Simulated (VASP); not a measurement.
# Ge (Cmcm) in VASP: further runs, part 2 of 2

VASP 6.6.1.

## (3) Single point, PBE

INCAR

```
SYSTEM = Ge
PREC = Accurate
ENCUT = 350
EDIFF = 1E-6
ISMEAR = 0
SIGMA = 0.05
LREAL = .False.
LASPH = .True.
NELM = 100
ALGO = Normal
ISIF = 2
LWAVE = .False.
LCHARG = .False.
GGA = PE
ADDGRID = .False.
```

KPOINTS

```
regular mesh
0
Gamma
  9 9 5
  0 0 0
```

POSCAR

```
Ge
1.0
    1.4880529250     -2.5946896100      0.0000000000
    1.4880529250      2.5946896100      0.0000000000
    0.0000000000      0.0000000000      4.7275957900
Ge
2
Direct
    0.3592940000      0.6730280000      0.2256240000
    0.6679590000      0.3129580000      0.7530700000
```

Potentials or basis: VASP PAW PBE potentials, release 64 (Ge_d).

The run is started by

```console
$ cat potpaw_PBE.64/Ge_d/POTCAR > POTCAR
$ mpirun -np 1 vasp_std > vasp.out
```

OUTCAR:

```text
SYSTEM = Ge
   PREC = Accurate
   ENCUT = 350
   EDIFF = 1E-6
   ISMEAR = 0
   LREAL = .False.
   LASPH = .True.
   NELM = 100
   ISIF = 2
   GGA = PE

 Found    203 irreducible k-points:

 Following reciprocal coordinates:
            Coordinates               Weight
  0.000000  0.000000  0.000000      1.000000
  0.111111  0.000000  0.000000      2.000000
  0.000000  0.111111  0.000000      2.000000
  0.222222  0.000000  0.000000      2.000000
  0.000000  0.222222  0.000000      2.000000
  0.333333  0.000000  0.000000      2.000000
   k-points           NKPTS =    203   k-points in BZ     NKDIM =    203   number of bands    NBANDS=     18
   number of dos      NEDOS =    301   number of ions     NIONS =      2
   total plane-waves  NPLWV =   9720
   dimension x,y,z NGX =    18 NGY =   18 NGZ =   30
   dimension x,y,z NGXF=    36 NGYF=   36 NGZF=   60
   ions per type =               2
   NGX,Y,Z   is equivalent  to a cutoff of  10.00, 10.00, 10.55 a.u.
   NGXF,Y,Z  is equivalent  to a cutoff of  20.01, 20.01, 21.10 a.u.
 SYSTEM =  Ge
   PREC   = accura    normal or accurate (medium, high low for compatibility)
   ISTART =      0    job   : 0-new  1-cont  2-samecut
   ICHARG =      2    charge: 1-file 2-atom 10-const
   ISPIN  =      1    spin polarized calculation?
   LNONCOLLINEAR =      F non collinear calculations
   LSORBIT =      F    spin-orbit coupling
   LASPH  =      T    aspherical Exc in radial PAW
   ENCUT  =  350.0 eV  25.72 Ry    5.07 a.u.   4.56  4.56  7.21*2*pi/ulx,y,z
   NELM   =    100;   NELMIN=  2; NELMDL= -5     # of ELM steps
   EDIFF  = 0.1E-05   stopping-criterion for ELM
   LREAL  =      F    real-space projection
   EDIFFG = 0.1E-04   stopping-criterion for IOM
   NSW    =      0    number of steps for IOM
   IBRION =     -1    ionic relax: 0-MD 1-quasi-New 2-CG
   NFREE  =      0    steps in history (QN), initial steepest desc. (CG)
   ISIF   =      2    stress and relaxation
   ISYM   =      2    0-nonsym 1-usesym 2-fastsym
   POTIM  = 0.5000    time-step for ionic-motion
   TEBEG  =    0.0;   TEEND  =   0.0 temperature during run
   PSTRESS=    0.0 pullay stress
   NELECT =      28.0000    total number of electrons
   NUPDOWN=      -1.0000    fix difference up-down
   EMIN   =  10.00;   EMAX   =-10.00  energy-range for DOS
   EFERMI =   0.00;   METHOD = LEGACY
   ISMEAR =     0;   SIGMA  =   0.05  broadening in eV -4-tet -1-fermi 0-gaus
   EFERMI_NEDOS =   21; number of points for ismear=-14 and -15
   IALGO  =     38    algorithm
   IMIX   =      4    mixing-type and parameters
     AMIX     =   0.40;   BMIX     =  1.00
     AMIX_MAG =   1.60;   BMIX_MAG =  1.00
  volume/ion in A,a.u.               =      18.25       123.18
  Fermi-wavevector in a.u.,A,eV,Ry     =   1.498544  2.831837 30.553703  2.245634
  Thomas-Fermi vector in A             =   2.610289
   LORBIT       =      0    0 simple, 1 ext, 2 COOP (PROOUT), +10 PAW based schemes
   GGA     = PE    functional components
   LHFCALC =     F    Hartree Fock is set to
   AEXX    =    0.0000 exact exchange contribution
   IVDW    =     0    specifies the selected vdW correction
   LEPSILON=     F    determine dielectric tensor
   LRPA    =     F    only Hartree local field effects (RPA)
 non-spin polarized calculation
 Gauss-broadening in eV      SIGMA  =   0.05
  energy-cutoff  :      350.00
  volume of cell :       36.51
 maximum number of plane-waves:       561
   NGX =  9   NGY =  9   NGZ = 15

 number of electron      27.9999988 magnetization

 Free energy of the ion-electron system (eV)
  ---------------------------------------------------
  ext. energy  EPLUGINS =         0.00000000
  ---------------------------------------------------
  free energy    TOTEN  =        -8.30895722 eV

  energy without entropy =       -8.30745429  energy(sigma->0) =       -8.30820575

 E-fermi :   7.1666     XC(G=0): -11.4604

 val. band max:        7.1568019541   @ k =   0.2222   0.4444  -0.4000
 cond. band min:       7.1698811156   @ k =  -0.4444  -0.3333   0.4000
 fundamental gap:      0.0130791615
 Fermi energy:         7.1666381577

 k-point     1 :       0.0000    0.0000    0.0000
  band No.  band energies     occupation
      1     -17.6059      2.00000
      2     -17.5962      2.00000
      3     -17.5952      2.00000
      4     -17.5929      2.00000
      5     -17.5894      2.00000
      6     -17.5826      2.00000
[... 10 lines left out ...]
     17      16.0066      0.00000
     18      17.2497      0.00000

 k-point     2 :       0.1111    0.0000    0.0000
  band No.  band energies     occupation
      1     -17.6113      2.00000
      2     -17.5992      2.00000
      3     -17.5919      2.00000
      4     -17.5852      2.00000
      5     -17.5803      2.00000
      6     -17.5732      2.00000
[... 10 lines left out ...]
     17      16.2430      0.00000
     18      16.7385      0.00000

 k-point     3 :       0.0000    0.1111    0.0000
  band No.  band energies     occupation
      1     -17.6105      2.00000
      2     -17.6005      2.00000
      3     -17.5876      2.00000
      4     -17.5854      2.00000
      5     -17.5829      2.00000
      6     -17.5731      2.00000
[... 10 lines left out ...]
     17      16.0725      0.00000
     18      16.6575      0.00000

 k-point     4 :       0.2222    0.0000    0.0000
  band No.  band energies     occupation
      1     -17.6279      2.00000
      2     -17.6019      2.00000
      3     -17.5949      2.00000
      4     -17.5760      2.00000
      5     -17.5691      2.00000
      6     -17.5575      2.00000
[... 10 lines left out ...]
     17      14.6694      0.00000
     18      15.5104      0.00000

 k-point     5 :       0.0000    0.2222    0.0000
  band No.  band energies     occupation
      1     -17.6282      2.00000
      2     -17.6038      2.00000
      3     -17.5856      2.00000
      4     -17.5803      2.00000
      5     -17.5690      2.00000
      6     -17.5577      2.00000
[... 10 lines left out ...]
     17      14.4727      0.00000
     18      15.5193      0.00000

 k-point     6 :       0.3333    0.0000    0.0000
  band No.  band energies     occupation
      1     -17.6455      2.00000
      2     -17.6104      2.00000
      3     -17.6032      2.00000
      4     -17.5891      2.00000
      5     -17.5588      2.00000
      6     -17.5301      2.00000
[... 10 lines left out ...]
     17      11.8071      0.00000
     18      14.1228      0.00000

 [... further k-points ...]

------------------------ aborting loop because EDIFF is reached ----------------------------------------

  FORCE on cell =-STRESS in cart. coord.  units (eV):
  Direction    XX          YY          ZZ          XY          YZ          ZX
  --------------------------------------------------------------------------------------
  -------------------------------------------------------------------------------------
  Total        0.7231574      0.7401228      1.3853766      0.0590106      0.0229713      0.0456306
  in kB       31.7372495     32.4818104     60.8001018      2.5898017      1.0081431      2.0025908
  external PRESSURE =      41.6730539 kB  Pullay stress =       0.0000000 kB

 VOLUME and BASIS-vectors are now :
 -----------------------------------------------------------------------------
  energy-cutoff  :      350.00
  volume of cell :       36.51
      direct lattice vectors                 reciprocal lattice vectors
     1.488052925 -2.594689610  0.000000000     0.336009554 -0.192701277  0.000000000
     1.488052925  2.594689610  0.000000000     0.336009554  0.192701277  0.000000000
     0.000000000  0.000000000  4.727595790     0.000000000  0.000000000  0.211524006

 POSITION                                       TOTAL-FORCE (eV/Angst)
 -----------------------------------------------------------------------------------
      1.53615      0.81404      1.06666         0.000675     -0.007940      0.397355
      1.45966     -0.92112      3.56021        -0.000675      0.007940     -0.397355
 -----------------------------------------------------------------------------------
    total drift:                                0.000130     -0.000015     -0.000455

  FREE ENERGIE OF THE ION-ELECTRON SYSTEM (eV)
  ---------------------------------------------------
  free  energy   TOTEN  =        -8.3089572150 eV

  energy  without entropy=       -8.3074542853  energy(sigma->0) =       -8.30820575
```

OSZICAR:

```text
N       E                     dE             d eps       ncg     rms          rms(c)
DAV:   1     0.135049211190E+03    0.13505E+03   -0.12401E+04  7576   0.366E+03
DAV:   2     0.659006472900E+01   -0.12846E+03   -0.12632E+03  7320   0.440E+02
DAV:   3    -0.797791553026E+01   -0.14568E+02   -0.14407E+02  8200   0.120E+02
DAV:   4    -0.833611883946E+01   -0.35820E+00   -0.35621E+00  8244   0.221E+01
DAV:   5    -0.834120225779E+01   -0.50834E-02   -0.50829E-02  7886   0.255E+00    0.171E+00
DAV:   6    -0.831916079235E+01    0.22041E-01   -0.20794E-02  9516   0.232E+00    0.954E-01
DAV:   7    -0.830928932024E+01    0.98715E-02   -0.15686E-02  9516   0.163E+00    0.867E-02
DAV:   8    -0.830894633786E+01    0.34298E-03   -0.14268E-03  9020   0.709E-01    0.284E-02
DAV:   9    -0.830895565057E+01   -0.93127E-05   -0.56962E-05  7724   0.692E-02    0.137E-02
DAV:  10    -0.830895686967E+01   -0.12191E-05   -0.13901E-06  5444   0.133E-02    0.236E-03
DAV:  11    -0.830895721503E+01   -0.34536E-06   -0.35552E-07  3832   0.112E-02
   1 F= -.83089572E+01 E0= -.83082058E+01  d E =-.150293E-02
```

Run time: 22 s. Hardware: 1 thread of Intel Xeon 6975P-C (Granite Rapids), shared host; peak memory 0.17 GiB.

The run converged, but some of its settings lie outside the range that counts as converged, so its numbers aren't taken as properties of the crystal.

What came out:

```
Free energy            : -8.3090 eV
Largest force          : 0.397 eV/Å
Band gap on the k mesh : none (metal or under the smearing width)
```

Caveat: the cutoff is under 1.25 times the usual one of these potentials, so pressure, stress and relaxed cells hold a basis-set (Pulay) error.

## (4) Single point, PBE

INCAR: that of step 3 with these lines changed.

```diff
@@ -2,3 +2,3 @@
 PREC = Accurate
-ENCUT = 350
+ENCUT = 700
 EDIFF = 1E-6
```

KPOINTS

```
regular mesh
0
Gamma
  6 6 4
  0 0 0
```

POSCAR

```
Ge
1.0
    1.4880529250     -2.5946896100      0.0000000000
    1.4880529250      2.5946896100      0.0000000000
    0.0000000000      0.0000000000      4.7275957900
Ge
2
Direct
    0.3334466300      0.6665533700      0.2500000000
    0.6665533700      0.3334466300      0.7500000000
```

The run is started by

```console
$ cat potpaw_PBE.64/Ge_d/POTCAR > POTCAR
$ mpirun -np 1 vasp_std > vasp.out
```

It took 13 s on 1 thread of Intel Xeon 6975P-C (Granite Rapids), shared host; peak memory 0.18 GiB.

These settings aren't checked as converged: the numbers below hold their error.

What came out:

| Item | Value |
| --- | --- |
| Free energy | -8.3067 eV |
| Pressure | 3.1 GPa |
| Largest force | 0.003 eV/Å |
| Band gap on the k mesh | none (metal or under the smearing width) |

Caveat: the k mesh is coarse (spacing up to 0.41 Å⁻¹), so the values aren't converged.
